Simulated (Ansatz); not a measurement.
Runs of Ansatz 0.2.0 on Al2O3. The structure is trigonal, space group P-3m1 (No. 164). Conventional cell: a = 3.017 Å, b = 3.017 Å, c = 7.575 Å, α = 90.00°, β = 90.00°, γ = 120.00°. Al (site symmetry 3m) has 4 O at 1.68 to 1.84 Å as nearest neighbours. O (site symmetry -3m) has 2 Al at 1.68 Å as nearest neighbours. Around O (site symmetry 3m) lie 3 Al at 1.84 Å. Measurements of this composition are mostly on another form, of space group No. 167.

| level | cell | target pressure (GPa) | gap on the mesh (eV) | pressure (GPa) |
| --- | --- | --- | --- | --- |
| PBE+D4 | relaxed | - | (a) | 0.0 |
| PBE | relaxed to 2 GPa | 2 | (b) | 2.0 |
| PBE | relaxed to 10 GPa | 10 | 2.63 | 10.0 |
| PBE | relaxed to 20 GPa | 20 | 2.91 | 20.0 |
| PBE | relaxed to 5 GPa | 5 | 2.49 | 5.0 |

Alike in all rows: task relaxation of cell and atoms; potentials or basis Ansatz PAW; no spin polarisation; k mesh 7 × 7 × 3; cutoff (eV) 420; smearing fermi-dirac 0.05 eV.

Fill in the values left out.

(a) 2.44; (b) 2.41.

Caveats: odd divisions of the mesh miss points on the zone boundary, where band edges often lie, so the gap on the mesh can be too wide; the plane-wave basis is chosen anew once the cell has moved, so the energies of steps on either side of that aren't comparable.

